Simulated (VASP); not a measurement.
# MgO (Periclase) (Fm-3m) in VASP: further runs, part 2 of 2

VASP 6.6.1.

### 3 Relaxation of cell and atoms, r2SCAN, target pressure 22.6 GPa, at which the enthalpy is minimised

INCAR reads:

```
ALGO = Normal
EDIFF = 1E-6
EDIFFG = -0.01
ENCUT = 600
IBRION = 2
ISIF = 3
ISMEAR = 0
LASPH = T
LCHARG = F
LMIXTAU = T
LREAL = F
LWAVE = F
METAGGA = R2SCAN
NELM = 80
NSW = 90
PREC = Accurate
PSTRESS = 226.0
SIGMA = 0.03
```

KPOINTS reads:

```
k-points
0
Gamma
  12 12 12
```

POSCAR reads:

```
MgO
1.0
    0.0000000000      2.1085000000      2.1085000000
    2.1085000000      0.0000000000      2.1085000000
    2.1085000000      2.1085000000      0.0000000000
Mg O
1 1
Direct
    0.0000000000      0.0000000000      0.0000000000
    0.5000000000      0.5000000000      0.5000000000
```

Potentials or basis: VASP PAW PBE potentials, release 64 (Mg, O).

Started as:

```sh
$ cat potpaw_PBE.64/Mg/POTCAR potpaw_PBE.64/O/POTCAR > POTCAR
$ mpirun -np 1 vasp_std > vasp.out
```

It took 3.7 min on 1 thread of AMD EPYC 7R13 (Zen 3), shared host; peak memory 0.13 GiB.

Results (log left out):

| Item | Value |
| --- | --- |
| Free energy | -16.0485 eV |
| Relaxed volume | 8.29 Å³/atom |
| Relaxed cell | a = 2.863 Å, b = 2.863 Å, c = 2.863 Å, α = 60.00°, β = 60.00°, γ = 60.00° |
| Space group after relaxing (to 0.05 Å) | Fm-3m (No. 225) |
| Energy change on relaxing (the enthalpy is what falls) | +57.3 meV/atom |
| Ionic steps | 5 |
| Pressure after relaxing | 22.4 GPa |
| Band gap on the k mesh | 6.91 eV, direct |

The path:
| step | energy change (eV) | largest force (eV/Å) | pressure (GPa) | volume (Å³) |
| --- | --- | --- | --- | --- |
| 1 | 0.0000 | 0.0000 | -2.83 | 18.75 |
| 2 | 0.4838 | 0.0000 | 54.40 | 14.99 |
| 3 | 0.1124 | 0.0000 | 22.18 | 16.60 |
| 4 | 0.1182 | 0.0000 | 22.82 | 16.56 |
| 5 | 0.1147 | 0.0000 | 22.42 | 16.59 |

Final structure:
```xyz
2
Lattice="0.0000 2.0242 2.0242 2.0242 0.0000 2.0242 2.0242 2.0242 0.0000" Properties=species:S:1:pos:R:3 pbc="T T T"
Mg    0.0000    0.0000    0.0000
O     2.0242    2.0242    2.0242
```

Levels at points of the mesh, in eV from the valence-band top:
```
           k point  band 1  band 2  band 3  band 4  band 5  band 6  band 7  band 8
(0.00, 0.00, 0.00)  -18.85    0.00    0.00    0.00    6.91   17.53   17.53   17.53
(0.50, 0.00, 0.00)  -17.28   -5.17   -0.82   -0.82    9.62   15.27   18.72   18.72
(0.50, 0.50, 0.00)  -17.00   -4.61   -1.55   -1.55   10.17   12.47   15.68   22.35
```

Caveat: the cell is relaxed towards a set pressure, so the enthalpy falls and the energy may rise; the PAW data sets were made with another functional, which shifts forces and pressure a little. A k mesh can miss the band edges.

### 4 Relaxation of cell and atoms, r2SCAN, target pressure 22.6 GPa, at which the enthalpy is minimised

This run uses another cell than the first one, of 8.29 Å³/atom, 0.885 times its volume.

INCAR, as its differences from that of step 3:

```diff
@@ -1,4 +1,4 @@
 ALGO = Normal
-EDIFF = 1E-6
-EDIFFG = -0.01
+EDIFF = 1E-7
+EDIFFG = -0.005
 ENCUT = 600
```

KPOINTS is that of step 3.

POSCAR reads:

```
MgO                                     
1.0
    0.0000000000      2.0241716481      2.0241716481
    2.0241716481      0.0000000000      2.0241716481
    2.0241716481      2.0241716481      0.0000000000
  Mg              O             
     1     1
Direct
     0.0000000000000000    0.0000000000000000    0.0000000000000000
     0.5000000000000000    0.5000000000000000    0.5000000000000000
```

Started as:

```sh
$ cat potpaw_PBE.64/Mg/POTCAR potpaw_PBE.64/O/POTCAR > POTCAR
$ mpirun -np 1 vasp_std > vasp.out
```

Run time: 2.3 min. Hardware: 1 thread of AMD EPYC 7R13 (Zen 3), shared host; peak memory 0.12 GiB.

Results (log left out):

```yaml
Free_energy: -16.0408 eV
Relaxed_volume: 8.29 Å³/atom
Relaxed_cell: a = 2.862 Å, b = 2.862 Å, c = 2.862 Å, α = 60.00°, β = 60.00°, γ = 60.00°
Space_group_after_relaxing_to_0.05_Å: Fm-3m (No. 225)
Energy_change_on_relaxing_the_enthalpy_is_what_falls: +0.6 meV/atom
Ionic_steps: 3
Pressure_after_relaxing: 22.6 GPa
Band_gap_on_the_k_mesh: 6.91 eV, direct
```

Step by step:
```tsv
step	energy change (eV)	largest force (eV/Å)	pressure (GPa)	volume (Å³)
1	0.0000	0.0000	22.48	16.59
2	0.0021	0.0000	22.71	16.57
3	0.0011	0.0000	22.61	16.58
```

Final structure:
```xyz
2
Lattice="0.0000 2.0238 2.0238 2.0238 0.0000 2.0238 2.0238 2.0238 0.0000" Properties=species:S:1:pos:R:3 pbc="T T T"
Mg    0.0000    0.0000    0.0000
O     2.0238    2.0238    2.0238
```

Levels at points of the mesh, in eV from the valence-band top:
| k point | band 1 | band 2 | band 3 | band 4 | band 5 | band 6 | band 7 | band 8 |
| --- | --- | --- | --- | --- | --- | --- | --- | --- |
| (0.00, 0.00, 0.00) | -18.86 | 0.00 | 0.00 | 0.00 | 6.91 | 17.53 | 17.53 | 17.53 |
| (0.50, 0.00, 0.00) | -17.29 | -5.17 | -0.82 | -0.82 | 9.63 | 15.27 | 18.72 | 18.72 |
| (0.50, 0.50, 0.00) | -17.00 | -4.62 | -1.55 | -1.55 | 10.17 | 12.48 | 15.69 | 22.35 |

Caveat: the cell is relaxed towards a set pressure, so the enthalpy falls and the energy may rise; the PAW data sets were made with another functional, which shifts forces and pressure a little.

### 5 Relaxation of cell and atoms, r2SCAN

INCAR reads:

```
ALGO     = Normal         # electronic algorithm
EDIFF    = 1E-6           # SCF threshold, eV
EDIFFG   = -0.01          # ionic threshold
ENCUT    = 600            # plane-wave cutoff, eV
IBRION   = 2              # ionic algorithm
ISIF     = 3              # what is computed and relaxed
ISMEAR   = 0              # smearing method
LASPH    = T              # aspherical terms in the spheres
LCHARG   = F              # write CHGCAR
LMIXTAU  = T            
LREAL    = F              # projectors in reciprocal space
LWAVE    = F              # write WAVECAR
METAGGA  = R2SCAN         # meta-GGA
NELM     = 80             # most SCF steps
NSW      = 90             # ionic steps
PREC     = Accurate       # precision mode
SIGMA    = 0.03           # smearing width, eV
```

KPOINTS is that of step 4.

POSCAR reads:

```
MgO
1.0
    0.0000000000      2.1085000000      2.1085000000
    2.1085000000      0.0000000000      2.1085000000
    2.1085000000      2.1085000000      0.0000000000
Mg O
1 1
Direct
    0.0000000000      0.0000000000      0.0000000000
    0.5000000000      0.5000000000      0.5000000000
```

Started as:

```sh
$ cat potpaw_PBE.64/Mg/POTCAR potpaw_PBE.64/O/POTCAR > POTCAR
$ mpirun -np 1 vasp_std > vasp.out
```

Run time: 7.5 min. Hardware: 1 thread of AMD EPYC 7R43 (Zen 3), shared host; peak memory 0.12 GiB.

Results (log left out):

```
Free energy                            : -16.1661 eV
Relaxed volume                         : 9.21 Å³/atom
Relaxed cell                           : a = 2.965 Å, b = 2.965 Å, c = 2.965 Å, α = 60.00°, β = 60.00°, γ = 60.00°
Space group after relaxing (to 0.05 Å) : Fm-3m (No. 225)
Energy gained by relaxing              : 1.4 meV/atom
Ionic steps                            : 3
Pressure after relaxing                : 0.0 GPa
Band gap on the k mesh                 : 5.75 eV, direct
```

Step by step:
```
step  energy change (eV)  largest force (eV/Å)  pressure (GPa)  volume (Å³)
   1              0.0000                0.0000           -2.83        18.75
   2             -0.0024                0.0000            1.18        18.30
   3             -0.0029                0.0000            0.01        18.43
```

Final structure:
```
Mg O
1.0
     0.00000    2.09642    2.09642
     2.09642    0.00000    2.09642
     2.09642    2.09642    0.00000
Mg O
1 1
Direct
  0.00000 0.00000 0.00000
  0.50000 0.50000 0.50000
```

Levels at points of the mesh, in eV from the valence-band top:
```tsv
k point	band 2	band 3	band 4	band 5	band 6	band 7
(0.00, 0.00, 0.00)	0.00	0.00	0.00	5.75	16.92	16.92
(0.50, 0.00, 0.00)	-4.67	-0.69	-0.69	8.90	13.97	17.57
(0.50, 0.50, 0.00)	-4.16	-1.39	-1.39	10.05	11.22	14.44
```

Caveat: the PAW data sets were made with another functional, which shifts forces and pressure a little. r2SCAN opens gaps a little over a GGA but as a rule still falls short of measured ones.

### 6 Relaxation of cell and atoms, r2SCAN

This run uses another cell than the first one, of 9.21 Å³/atom, 0.983 times its volume.

INCAR, as its differences from that of step 5:

```diff
@@ -1,4 +1,4 @@
 ALGO     = Normal         # electronic algorithm
-EDIFF    = 1E-6           # SCF threshold, eV
-EDIFFG   = -0.01          # ionic threshold
+EDIFF    = 1E-7           # SCF threshold, eV
+EDIFFG   = -0.005         # ionic threshold
 ENCUT    = 600            # plane-wave cutoff, eV
```

KPOINTS is that of step 5.

POSCAR reads:

```
MgO                                     
1.0
    0.0000000000      2.0964156981      2.0964156981
    2.0964156981     -0.0000000000      2.0964156981
    2.0964156981      2.0964156981      0.0000000000
  Mg              O             
     1     1
Direct
     0.0000000000000000    0.0000000000000000    0.0000000000000000
     0.5000000000000000    0.5000000000000000    0.5000000000000000
```

Potentials or basis: VASP PAW PBE potentials, release 64 (Mg, O).

Started as:

```sh
$ cat potpaw_PBE.64/Mg/POTCAR potpaw_PBE.64/O/POTCAR > POTCAR
$ mpirun -np 1 vasp_std > vasp.out
```

Run time: 3.4 min. Hardware: 1 thread of AMD EPYC 7R43 (Zen 3), shared host; peak memory 0.12 GiB.

Results (log left out):

```
Free energy             : -16.1652 eV
Pressure after relaxing : 0.0 GPa
Band gap on the k mesh  : 5.75 eV, direct
```

Final structure:
```cif
data_structure
_symmetry_space_group_name_H-M 'P 1'
_symmetry_Int_Tables_number 1
_cell_length_a 2.9648
_cell_length_b 2.9648
_cell_length_c 2.9648
_cell_angle_alpha 60.000
_cell_angle_beta 60.000
_cell_angle_gamma 60.000
_cell_volume 18.43
loop_
_atom_site_label
_atom_site_type_symbol
_atom_site_fract_x
_atom_site_fract_y
_atom_site_fract_z
_atom_site_occupancy
Mg1 Mg 0.00000 0.00000 0.00000 1
O1 O 0.50000 0.50000 0.50000 1
```

Levels at points of the mesh, in eV from the valence-band top:
| k point | band 1 | band 2 | band 3 | band 4 | band 5 | band 6 | band 7 | band 8 |
| --- | --- | --- | --- | --- | --- | --- | --- | --- |
| (0.00, 0.00, 0.00) | -18.27 | 0.00 | 0.00 | 0.00 | 5.75 | 16.92 | 16.92 | 16.92 |
| (0.50, 0.00, 0.00) | -16.99 | -4.67 | -0.69 | -0.69 | 8.89 | 13.97 | 17.57 | 17.57 |
| (0.50, 0.50, 0.00) | -16.73 | -4.16 | -1.39 | -1.39 | 10.05 | 11.22 | 14.44 | 20.59 |

Caveat: the relaxation stopped at its first step, so nothing moved; the PAW data sets were made with another functional, which shifts forces and pressure a little.

### 7 Overview

| task | level | potentials or basis | cell | k mesh | cutoff (eV) | target pressure | mesh quality | gap on the mesh (eV) | pressure (GPa) |
| --- | --- | --- | --- | --- | --- | --- | --- | --- | --- |
| relaxation of the atoms | PBE | VASP PAW PBE potentials, release 64 (Mg, O_s) | atoms relaxed from: a relaxed cell with its volume scaled by 1.06 | 6 × 6 × 6 | 300 | - | coarse | 4.05 | - |
| relaxation of cell and atoms | r2SCAN | VASP PAW PBE potentials, release 64 (Mg, O) | relaxed to 22.6 GPa | 12 × 12 × 12 | 600 | 22.6 GPa | not flagged | 6.91 | 22.6 |
| relaxation of cell and atoms | r2SCAN | VASP PAW PBE potentials, release 64 (Mg, O) | relaxed | 12 × 12 × 12 | 600 | - | not flagged | 5.75 | 0.0 |

Alike in all rows: no spin polarisation; smearing gaussian 0.03 eV.

Caveats: some runs use coarse meshes; the relaxation stopped at its first step, so nothing moved (some runs); the PAW data sets were made with another functional, which shifts forces and pressure a little (some runs); the cutoff is under 1.25 times the usual one of these potentials, so pressure, stress and relaxed cells hold a basis-set (Pulay) error (some runs); the cell is relaxed towards a set pressure, so the enthalpy falls and the energy may rise (some runs).

Total energies depend on the potentials used, so only differences within one code and one set of settings carry meaning.
